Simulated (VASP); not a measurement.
# WSe2 in VASP: notebook, part 2 of 2

VASP 6.6.1.

## (4) Single point, PBE, spin-orbit coupling, no magnetisation

The input, INCAR:

```
  PREC = Accurate
  ENCUT = 520
  EDIFF = 1E-7
  ISMEAR = 0
  SIGMA = 0.05
  LREAL = False
  LASPH = True
  NELM = 80
  ALGO = Fast
  ISIF = 2
  LWAVE = False
  LCHARG = False
  LNONCOLLINEAR = True
  MAGMOM = 0 0 0 0 0 0 0 0 0 0 0 0 0 0 0 0 0 0 0 0 0 0 0 0 0 0 0
  LORBIT = 11
  LSORBIT = True
  GGA_COMPAT = False
  LMAXMIX = 4
  LDIPOL = True
  IDIPOL = 3
  DIPOL = 0.5 0.5 0.500
  GGA = PE
  NBANDS = 97
  LVHAR = True
  LVACPOTAV = True
```

The input, KPOINTS:

```
regular mesh
0
Gamma
  12 12 1
```

The input, POSCAR:

```
WSe2                                    
1.0
    3.2900000000      0.0000000000      0.0000000000
   -1.6450000000      2.8492235780      0.0000000000
    0.0000000000      0.0000000000     34.3162600000
  Se              W             
     6     3
Direct
     0.3333333332999970    0.6666666666000012    0.2643586131759776
     0.3333333332999970    0.6666666666000012    0.3625361338374044
     0.6666666667000030    0.3333333333999988    0.4509514700016352
     0.6666666667000030    0.3333333333999988    0.5490485299983650
     0.3333333332999970    0.6666666666000012    0.6374638661625958
     0.3333333332999970    0.6666666666000012    0.7356413868240224
     0.6666666667000030    0.3333333333999988    0.3134556539692257
     0.3333333332999970    0.6666666666000012    0.5000000000000000
     0.6666666667000030    0.3333333333999988    0.6865443460307743
```

Potentials or basis: VASP PAW PBE potentials, release 64 (Se, W_sv).

Launch:

```sh
$ cat potpaw_PBE.64/Se/POTCAR potpaw_PBE.64/W_sv/POTCAR > POTCAR
$ mpirun -np 1 vasp_ncl > vasp.out
```

OUTCAR:

```text
PREC = Accurate
   ENCUT = 520
   EDIFF = 1E-7
   ISMEAR = 0
   LREAL = False
   LASPH = True
   NELM = 80
   ISIF = 2
   LNONCOLLINEAR = True
   LORBIT = 11
   LSORBIT = True
   GGA = PE

 ion  position               nearest neighbor table
   1  0.333  0.667  0.264-   7 2.54   7 2.54   7 2.54
   2  0.333  0.667  0.363-   7 2.54   7 2.54   7 2.54
   3  0.667  0.333  0.451-   8 2.54   8 2.54   8 2.54
   4  0.667  0.333  0.549-   8 2.54   8 2.54   8 2.54
   5  0.333  0.667  0.637-   9 2.54   9 2.54   9 2.54
   6  0.333  0.667  0.736-   9 2.54   9 2.54   9 2.54
   7  0.667  0.333  0.313-   2 2.54   2 2.54   2 2.54   1 2.54   1 2.54   1 2.54
   8  0.333  0.667  0.500-   3 2.54   4 2.54   3 2.54   4 2.54   3 2.54   4 2.54
   9  0.667  0.333  0.687-   5 2.54   5 2.54   5 2.54   6 2.54   6 2.54   6 2.54

  LATTYP: Found a hexagonal cell.
 ALAT       =     3.2900000000
 C/A-ratio  =    10.4304741641

  Lattice vectors:

 A1 = (   3.2900000000,   0.0000000000,   0.0000000000)
 A2 = (  -1.6450000000,   2.8492235780,   0.0000000000)
 A3 = (   0.0000000000,   0.0000000000,  34.3162600000)

Analysis of symmetry for initial positions (statically):
=====================================================================
 Subroutine PRICEL returns:
 Original cell was already a primitive cell.

 Routine SETGRP: Setting up the symmetry group for a
 hexagonal supercell.

 Subroutine GETGRP returns: Found 12 space group operations
 (whereof 12 operations were pure point group operations)
 out of a pool of 24 trial point group operations.

The static configuration has the point symmetry D_3h.

Analysis of symmetry for dynamics (positions and initial velocities):
=====================================================================
 Subroutine PRICEL returns:
 Original cell was already a primitive cell.

 Routine SETGRP: Setting up the symmetry group for a
 hexagonal supercell.

 Subroutine GETGRP returns: Found 12 space group operations
 (whereof 12 operations were pure point group operations)
 out of a pool of 24 trial point group operations.

The dynamic configuration has the point symmetry D_3h.

Analysis of structural, dynamic, and magnetic symmetry:
=====================================================================
 Subroutine PRICEL returns:
 Original cell was already a primitive cell.

 Routine SETGRP: Setting up the symmetry group for a
 hexagonal supercell.

 Subroutine GETGRP returns: Found 12 space group operations
 (whereof 12 operations were pure point group operations)
 out of a pool of 24 trial point group operations.

The overall configuration has the point symmetry D_3h.

 Subroutine INISYM returns: Found 12 space group operations
 (whereof 12 operations are pure point group operations),
 and found     1 'primitive' translations

----------------------------------------------------------------------------------------

                                     Primitive cell
[... 2410 lines left out ...]
  -------------------------------------------------------------------------------------
  Total        3.6473127      3.6473127      3.5187250      0.0000000     -0.0000000      0.0000000
  in kB       18.1660792     18.1660792     17.5256257      0.0000000     -0.0000000      0.0000000
  external PRESSURE =      17.9525947 kB  Pullay stress =       0.0000000 kB

 VOLUME and BASIS-vectors are now :
 -----------------------------------------------------------------------------
  energy-cutoff  :      520.00
  volume of cell :      321.68
      direct lattice vectors                 reciprocal lattice vectors
     3.290000000  0.000000000  0.000000000     0.303951368  0.175486404  0.000000000
    -1.645000000  2.849223578  0.000000000     0.000000000  0.350972808  0.000000000
     0.000000000  0.000000000 34.316260000     0.000000000  0.000000000  0.029140705

 POSITION                                       TOTAL-FORCE (eV/Angst)
 -----------------------------------------------------------------------------------
     -0.00000      1.89948      9.07180         0.000000     -0.000000     -0.158359
     -0.00000      1.89948     12.44088         0.000000     -0.000000      0.012549
      1.64500      0.94974     15.47497        -0.000000      0.000000     -0.030669
      1.64500      0.94974     18.84129        -0.000000      0.000000      0.030669
     -0.00000      1.89948     21.87538         0.000000     -0.000000     -0.012549
     -0.00000      1.89948     25.24446         0.000000     -0.000000      0.158359
      1.64500      0.94974     10.75663        -0.000000      0.000000     -0.078330
     -0.00000      1.89948     17.15813         0.000000      0.000000     -0.000000
      1.64500      0.94974     23.55963        -0.000000      0.000000      0.078330
 -----------------------------------------------------------------------------------
    total drift:                                0.000000     -0.000000      0.000000

  FREE ENERGIE OF THE ION-ELECTRON SYSTEM (eV)
  ---------------------------------------------------
  free  energy   TOTEN  =       -67.1694659528 eV

  energy  without entropy=      -67.1694659528  energy(sigma->0) =      -67.16946595

 vacuum level on the upper side and lower side of the slab         6.258         6.258

 Spin-Orbit-Coupling matrix elements

 Ion:    1  E_soc:     -0.0430398
 l=   1
     0.0000000    -0.0069747    -0.0076201
    -0.0069747     0.0000000    -0.0069747
    -0.0076201    -0.0069747     0.0000000
 l=   2
     0.0000000     0.0000061     0.0000000     0.0000061     0.0000030
     0.0000061     0.0000000     0.0000044     0.0000131     0.0000061
     0.0000000     0.0000044     0.0000000     0.0000044     0.0000000
     0.0000061     0.0000131     0.0000044     0.0000000     0.0000061
     0.0000030     0.0000061     0.0000000     0.0000061     0.0000000
 l=   3
     0.0000000     0.0000000     0.0000000     0.0000000     0.0000000     0.0000000     0.0000000
     0.0000000     0.0000000     0.0000000     0.0000000     0.0000000     0.0000000     0.0000000
     0.0000000     0.0000000     0.0000000     0.0000000     0.0000000     0.0000000     0.0000000
     0.0000000     0.0000000     0.0000000     0.0000000     0.0000000     0.0000000     0.0000000
[... 149 lines left out ...]
 l=   2
     0.0000000    -0.0057328     0.0000000    -0.0057328    -0.0263316
    -0.0057328     0.0000000    -0.0181563    -0.0050466    -0.0057328
     0.0000000    -0.0181563     0.0000000    -0.0181563     0.0000000
    -0.0057328    -0.0050466    -0.0181563     0.0000000    -0.0057328
    -0.0263316    -0.0057328     0.0000000    -0.0057328     0.0000000
 l=   3
     0.0000000     0.0000000     0.0000000     0.0000000     0.0000000     0.0000000     0.0000000
     0.0000000     0.0000000     0.0000000     0.0000000     0.0000000     0.0000000     0.0000000
     0.0000000     0.0000000     0.0000000     0.0000000     0.0000000     0.0000000     0.0000000
     0.0000000     0.0000000     0.0000000     0.0000000     0.0000000     0.0000000     0.0000000
     0.0000000     0.0000000     0.0000000     0.0000000     0.0000000     0.0000000     0.0000000
     0.0000000     0.0000000     0.0000000     0.0000000     0.0000000     0.0000000     0.0000000
     0.0000000     0.0000000     0.0000000     0.0000000     0.0000000     0.0000000     0.0000000

 total charge

# of ion       s       p       d       tot
------------------------------------------
    1        1.475   2.351   0.068   3.894
    2        1.477   2.349   0.070   3.897
    3        1.477   2.349   0.071   3.897
    4        1.477   2.349   0.071   3.897
    5        1.477   2.349   0.070   3.897
    6        1.475   2.351   0.068   3.894
    7        2.309   6.281   3.380  11.970
    8        2.309   6.281   3.383  11.974
    9        2.309   6.281   3.380  11.970
--------------------------------------------------
tot         15.785  32.942  10.562  59.289

 magnetization (x)

# of ion       s       p       d       tot
------------------------------------------
    1        0.000  -0.000  -0.000  -0.000
    2        0.000  -0.000  -0.000  -0.000
    3        0.000   0.000   0.000   0.000
    4       -0.000  -0.000  -0.000  -0.000
    5        0.000   0.000   0.000   0.000
    6        0.000   0.000   0.000   0.000
    7        0.000   0.000  -0.000  -0.000
    8        0.000   0.000   0.000   0.000
    9       -0.000   0.000   0.000   0.000
--------------------------------------------------
tot         -0.000  -0.000  -0.000  -0.000

 magnetization (y)

# of ion       s       p       d       tot
------------------------------------------
    1        0.000   0.000   0.000   0.000
    2        0.000   0.000   0.000   0.000
    3        0.000   0.000   0.000   0.000
    4        0.000   0.000   0.000   0.000
    5        0.000  -0.000   0.000  -0.000
    6        0.000   0.000   0.000   0.000
    7       -0.000   0.000   0.000   0.000
    8        0.000   0.000  -0.000  -0.000
    9        0.000   0.000   0.000   0.000
--------------------------------------------------
tot          0.000   0.000   0.000   0.000

 magnetization (z)

# of ion       s       p       d       tot
------------------------------------------
    1        0.000   0.000  -0.000   0.000
    2       -0.000   0.000   0.000   0.000
    3        0.000  -0.000  -0.000  -0.000
    4       -0.000  -0.000  -0.000  -0.000
    5        0.000   0.000   0.000   0.000
    6       -0.000   0.000   0.000   0.000
    7        0.000  -0.000  -0.000  -0.000
    8        0.000   0.000   0.000   0.000
    9        0.000   0.000  -0.000   0.000
--------------------------------------------------
tot          0.000   0.000  -0.000   0.000
```

Wall time 56 min (1 thread of Intel Xeon Platinum 8559C (Emerald Rapids), shared host); peak memory 1.8 GiB.

What came out:

| Property | Result |
| --- | --- |
| Free energy | -67.1695 eV |
| Largest force | 0.158 eV/Å |
| Valence electrons inside the program's atomic spheres | Se 3.89, 3.90; W 11.97 |
| Work function of the upper face | 4.45 eV |
| Work function of the lower face | 4.45 eV |

Forces in eV/Å, atoms in the order of the input:
```
Se   0.000  0.000 -0.158
Se   0.000  0.000  0.013
Se   0.000  0.000 -0.031
Se   0.000  0.000  0.031
Se   0.000  0.000 -0.013
Se   0.000  0.000  0.158
W    0.000  0.000 -0.078
W    0.000  0.000  0.000
W    0.000  0.000  0.078
```

## (5) Overview

```tsv
task	level	spin	cell	k mesh	gap on the mesh (eV)	largest force (eV/Å)
relaxation of the atoms	PBE+D3(BJ)	off	atoms relaxed	12 × 12 × 1	1.09	-
single point	PBE	off	as given	18 × 18 × 1	1.09	0.13
single point	PBE	SOC, no magnetisation	as given	12 × 12 × 1	-	0.16
```

Alike in all rows: potentials or basis VASP PAW PBE potentials, release 64 (Se, W_sv); cutoff (eV) 520; smearing gaussian 0.05 eV.

Caveats: spin-orbit coupling is left out, which moves the levels of the heavy elements (some runs).

Absolute energies hang on the potentials; compare differences alone.
